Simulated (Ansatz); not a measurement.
InP under changes of volume

One of the cells (25.167 Å³/atom); the others are scaled copies at fixed shape and fractional positions:

```xyz
2
Lattice="0.0000 2.9305 2.9305 2.9305 0.0000 2.9305 2.9305 2.9305 0.0000" Properties=species:S:1:pos:R:3 pbc="T T T"
In    0.0000    0.0000    0.0000
P     4.3957    4.3957    4.3957
```

* Program: Ansatz 0.2.0
* Functional: revPBE
* Potentials or basis: Ansatz PAW
* Cutoff: 420 eV (not typed: the program's choice for these potentials)
* k mesh: 8 × 8 × 8
* Occupations: fermi-dirac, width 0.05 eV
* Spin: no spin polarisation

```csv
volume (Å³/atom),energy over the lowest point (meV/atom),pressure (GPa),gap on the mesh (eV)
23.657,92.56,10.1,1.15
24.160,64.05,8.1,1.04
24.663,41.53,6.3,0.93
25.167,24.38,4.7,0.82
25.670,?,?,?
26.173,4.07,1.9,0.60
26.677,0.00,0.7,0.50
```

Question: What does the run at 25.670 Å³/atom give?

Answer: Energy over the lowest point 12.05 meV/atom; pressure 3.2 GPa; gap on the mesh 0.71 eV.

Worked out: A Birch-Murnaghan fit of order 3 (a polynomial in V^(-2/3)) to the other rows has its minimum at 27.01 Å³/atom, just outside them, with B0 = V·E''(V) = 56 GPa and B' = 4.7. It gives 12.06 meV/atom at 25.670 Å³/atom, against the run's 12.05, and -dE/dV = 3.2 GPa, against 3.2. A straight line through the other rows of the gap, of slope -5.44 eV per unit of ln V (its deformation potential), gives 0.71 eV, against the run's 0.71.

Energies are extrapolated to zero smearing.

Caveats: spin-orbit coupling is left out, which moves the levels of the heavy elements; the PAW data sets come from PBE, with cores solved anew for the run's functional, which leaves a small shift of forces and pressure.
